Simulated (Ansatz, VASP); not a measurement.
# BN in VASP and in Ansatz

The input INCAR:

```
PREC = Accurate
ENCUT = 520
EDIFF = 1E-6
ISMEAR = 0
SIGMA = 0.028000000000000004
LREAL = F
LASPH = T
NELM = 60
ALGO = Normal
ISIF = 2
LWAVE = F
LCHARG = F
GGA = PE
NBANDS = 11
```

File KPOINTS:

```
Automatic mesh
0
Gamma
  12 12 12
```

Contents of POSCAR:

```
BN
1.0
    1.2511217832      0.7223354983      3.3729344033
   -1.2511217832      0.7223354983      3.3729344033
    0.0000000000     -1.4446709966      3.3729344033
N B
1 1
Direct
    0.6672382000      0.6672382000      0.6672382000
    0.0003288000      0.0003288000      0.0003288000
```

File input.yaml:

```yaml
crystal:
  lattice:
    - [1.2511217832, 0.7223354983, 3.3729344033]
    - [-1.2511217832, 0.7223354983, 3.3729344033]
    - [0.0, -1.4446709966, 3.3729344033]
  atoms:
    - { symbol: "N", position: [0.6672382, 0.6672382, 0.6672382] }
    - { symbol: B, position: [0.0003288, 0.0003288, 0.0003288] }
hamiltonian:
  xc: pbe
  pseudopotentials: { kind: paw }
kpoints:
  mp_grid: { grid: [12, 12, 12] }
scf:
  occupations: { method: gaussian, width: 0.028 }
output:
  forces: true
  stress: true
  eigenvalues: true
  write_density: true
  write_potential: true
  elf: true
  volumetric_format: npy
```

The cell is a database's computed one.

Alike in both runs: task single point; functional PBE; k mesh 12 × 12 × 12; occupations gaussian, width 0.028 eV; no spin polarisation.

```csv
,VASP,Ansatz
version,VASP 6.6.1,Ansatz 0.2.0
potentials or method,"VASP PAW PBE potentials, release 64 (N, B)",Ansatz PAW
plane-wave cutoff (eV),520,420
valence electrons in the cell,8,8
```

|  | VASP | Ansatz | Ansatz less VASP |
| --- | --- | --- | --- |
| gap on the k mesh at the Fermi level (eV) | 4.28 | 4.29 | +0.007 |
| least direct gap on the mesh (eV) | 4.70 | 4.70 | +0.003 |
| pressure (GPa) | 3.6 | 3.6 | -0.07 |
| largest component of the traceless stress (GPa) | 1.40 | 1.20 | -0.208 |

Caveats: the pressure holds a Pulay correction of +0.6 GPa for the finite cutoff (Ansatz). A k mesh can miss the band edges. A hybrid or GW would open this gap; PBE tends to underestimate it.
